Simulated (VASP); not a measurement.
# KTaO3: relaxation of cell and atoms with r2SCAN

Crystal: KTaO3.

```xyz
5
Lattice="3.9883 0.0000 0.0000 0.0000 3.9883 0.0000 0.0000 0.0000 3.9883" Properties=species:S:1:pos:R:3 pbc="T T T"
K     1.9942    1.9942    1.9942
Ta    0.0000    0.0000    0.0000
O     1.9942    0.0000    0.0000
O     0.0000    1.9942    0.0000
O     0.0000    0.0000    1.9942
```

```
Program                : VASP 6.6.1
Task                   : relaxation of cell and atoms
Functional             : r2SCAN
Potentials or basis    : VASP PAW PBE potentials, release 64 (K_sv, Ta_pv, O)
Cutoff                 : 600 eV
k mesh                 : 8 × 8 × 8
Occupations            : gaussian, width 0.03 eV
Spin                   : no spin polarisation
Further INCAR settings : ALGO = Normal; EDIFF = 1e-06; IBRION = 2; EDIFFG = -0.01; NSW = 90; ISIF = 3
```

```yaml
Relaxed_volume: 12.75 Å³/atom
Relaxed_cell: a = 3.995 Å, b = 3.995 Å, c = 3.995 Å, α = 90.00°, β = 90.00°, γ = 90.00°
Space_group_after_relaxing_to_0.05_Å: Pm-3m (No. 221)
Energy_gained_by_relaxing: 0.2 meV/atom
Ionic_steps: 3
Pressure_after_relaxing: 0.0 GPa
Band_gap_on_the_k_mesh: 2.59 eV, indirect (least direct gap 3.24 eV)
```

The path:
| step | energy change (eV) | largest force (eV/Å) | pressure (GPa) | volume (Å³) |
| --- | --- | --- | --- | --- |
| 1 | 0.0000 | 0.0000 | 1.03 | 63.44 |
| 2 | 0.0010 | 0.0000 | -1.45 | 64.19 |
| 3 | -0.0010 | 0.0000 | 0.01 | 63.75 |

Final structure:
```xyz
5
Lattice="3.9948 0.0000 0.0000 0.0000 3.9948 0.0000 0.0000 0.0000 3.9948" Properties=species:S:1:pos:R:3 pbc="T T T"
K     1.9974    1.9974    1.9974
Ta    0.0000    0.0000    0.0000
O     1.9974    0.0000    0.0000
O     0.0000    1.9974    0.0000
O     0.0000    0.0000    1.9974
```

Levels at points of the mesh, in eV from the valence-band top:
```csv
k point,band 17,band 18,band 19,band 20,band 21,band 22
"(0.00, 0.00, 0.00)",-0.65,-0.65,-0.65,2.59,2.59,2.59
"(0.50, 0.00, 0.00)",-1.53,-0.88,-0.88,2.74,5.40,5.40
"(0.50, 0.50, 0.00)",-1.46,-1.46,-0.04,5.44,5.44,6.74
"(0.50, 0.50, 0.50)",0.00,0.00,0.00,6.87,6.87,6.87
```

Wall time 4.3 min on 1 thread of Intel(R) Xeon(R) Platinum 8488C (Sapphire Rapids), with other jobs on the host, peak memory 0.24 GiB.

Caveat: the PAW data sets were made with another functional, which shifts forces and pressure a little; spin-orbit coupling is left out, which moves the levels of the heavy elements. A k mesh can miss the band edges.
